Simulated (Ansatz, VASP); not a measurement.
One calculation of BP, two programs

File INCAR:

```
SYSTEM = BP
  ALGO = Normal
  EDIFF = 1E-6
  ENCUT = 520
  GGA = PE
  ISIF = 2
  ISMEAR = 0
  LASPH = .True.
  LCHARG = .False.
  LREAL = .False.
  LWAVE = .False.
  NBANDS = 11
  NELM = 100
  PREC = Accurate
  SIGMA = 0.01
```

The input KPOINTS:

```
k-points
0
Gamma
  10 10 10
  0 0 0
```

File POSCAR:

```
BP
1.0
    0.0000000000      2.2899519552      2.2899519552
    2.2899519552      0.0000000000      2.2899519552
    2.2899519552      2.2899519552      0.0000000000
B P
1 1
Direct
    0.0000000000      0.0000000000      0.0000000000
    0.2500000000      0.2500000000      0.2500000000
```

Input for Ansatz:

```yaml
crystal:
  lattice:
    - [0.0, 2.2899519552, 2.2899519552]
    - [2.2899519552, 0.0, 2.2899519552]
    - [2.2899519552, 2.2899519552, 0.0]
  atoms:
    - { symbol: B, position: [0.0, 0.0, 0.0] }
    - { symbol: P, position: [0.25, 0.25, 0.25] }
scf:
  occupations: { method: fixed }
output:
  forces: true
  stress: true
  eigenvalues: true
  write_density: true
  write_potential: true
  elf: true
  volumetric_format: npy
hamiltonian:
  xc: pbe
basis:
  ecutwfc: 520
kpoints:
  mp_grid: { grid: [10, 10, 10] }
```

Alike in both runs: task single point; functional PBE; k mesh 10 × 10 × 10; no spin polarisation.

```csv
,VASP,Ansatz
version,VASP 6.6.1,Ansatz 0.2.0
potentials or method,"VASP PAW PBE potentials, release 64 (B, P)","scalar-relativistic, plane waves, PAW"
plane-wave cutoff (eV),520,520
occupations,"gaussian, width 0.01 eV",fixed
valence electrons in the cell,8,8
```

VASP gave:

```
gap on the k mesh at the Fermi level (eV) : 1.28
least direct gap on the mesh (eV)         : 3.36
pressure (GPa)                            : -3.4
```

Question: Estimate Ansatz's values.

Answer: gap on the k mesh at the Fermi level (eV): 1.28; least direct gap on the mesh (eV): 3.36; pressure (GPa): -3.2.

A k mesh can miss the band edges. As with any semilocal functional, this PBE gap is likely too small.
